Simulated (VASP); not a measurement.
Write the native input for VASP 6.6.1 that does the following.

| Property | Result |
| --- | --- |
| Task | single point |
| Functional | PBE |
| Dispersion | D3(BJ) |
| Potentials or basis | VASP PAW PBE potentials, release 64 (Bi_d, Te) |
| Cutoff | 520 eV |
| k mesh | 9 × 9 × 9 |
| Occupations | gaussian, width 0.01 eV |
| Spin | no spin polarisation |
| Dipole correction | no |
| Further INCAR settings | ALGO = Fast; EDIFF = 1e-06; NBANDS = 32 |

The structure of Bi2Te3 (d3) lies in POSCAR:

```
Bi2Te3
1.0
    2.1935523329      1.2664480299     10.0971243024
   -2.1935523329      1.2664480299     10.0971243024
    0.0000000000     -2.5328960598     10.0971243024
Bi Te
2 3
Direct
    0.4001377769      0.4001377769      0.4001377769
    0.5998622231      0.5998622231      0.5998622231
    0.0000000000      0.0000000000      0.0000000000
    0.2093664495      0.2093664495      0.2093664495
    0.7906335505      0.7906335505      0.7906335505
```

The input as run:

INCAR

```
SYSTEM = Bi2Te3
PREC = Accurate
ENCUT = 520
EDIFF = 1E-6
ISMEAR = 0
SIGMA = 0.01
LREAL = .False.
LASPH = .True.
NELM = 100
ALGO = Fast
ISIF = 2
LWAVE = .False.
LCHARG = .False.
GGA = PE
IVDW = 12
NBANDS = 32
```

KPOINTS

```
regular mesh
0
Gamma
  9 9 9
  0 0 0
```

Potentials or basis: VASP PAW PBE potentials, release 64 (Bi_d, Te).

Launch:

```console
$ cat potpaw_PBE.64/Bi_d/POTCAR potpaw_PBE.64/Te/POTCAR > POTCAR
$ mpirun -np 1 vasp_std > vasp.out
```

Results of the run:

```
Pressure                   : 0.0 GPa
Largest force              : 0.013 eV/Å
Band gap on the k mesh     : 0.25 eV, direct
Dispersion energy per atom : -0.451 eV
```

Caveat: spin-orbit coupling is left out, which as a rule narrows the gap of such compounds by several tenths of an eV; an odd mesh through Γ misses points on the zone boundary, where band edges often lie.

It took 54 min on 1 thread of Intel(R) Xeon(R) Platinum 8488C (Sapphire Rapids), on a shared host, peak memory 1.1 GiB.
